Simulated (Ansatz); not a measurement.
Q: Write an Ansatz input for a single-point calculation of CdS with PBE (scalar-relativistic), a cutoff of 420 eV (density cutoff 4 times that), a Γ-centred 6×6×6 mesh and Gaussian smearing of 0.05 eV, without spin polarisation. Forces, stress and eigenvalues are wanted. The structure:
```
CELL_PARAMETERS angstrom
0.0000000000 2.9196678451 2.9196678451
2.9196678451 0.0000000000 2.9196678451
2.9196678451 2.9196678451 0.0000000000
ATOMIC_POSITIONS crystal
Cd 0.0000000000 0.0000000000 0.0000000000
S 0.7500000000 0.7500000000 0.7500000000
```

A: 
```yaml
crystal:
  lattice:
    - [0.0, 2.9196678451, 2.9196678451]
    - [2.9196678451, 0.0, 2.9196678451]
    - [2.9196678451, 2.9196678451, 0.0]
  atoms:
    - { symbol: Cd, position: [0.0, 0.0, 0.0] }
    - { symbol: S, position: [0.75, 0.75, 0.75] }
basis:
  ecutwfc: 420
  ecutrho_ratio: 4
kpoints:
  mp_grid: { grid: [6, 6, 6] }
hamiltonian:
  xc: pbe
scf:
  occupations: { method: gaussian, width: 0.05 }
output:
  forces: true
  stress: true
  eigenvalues: true
```

Launched as:
```sh
ansatz run input.yaml --threads 4 --pin off --max-ram 7168MiB --backend cpu --events-out ev --progress --plain --runs-dir out
```

Run as written, it has 26 valence electrons, 941 plane waves at Γ, 24 symmetry operations and 16 irreducible k-points; it took 6 SCF iterations in all. It ran for 0.4 s on 4 threads of Arm Neoverse V2, with other jobs on the host, peak memory 0.27 GiB.

The chain of runs began from a cell as deposited in COD, expanded in volume. Of that entry: the entry's cell lengths or inner coordinates differ somewhat from later room-temperature determinations.
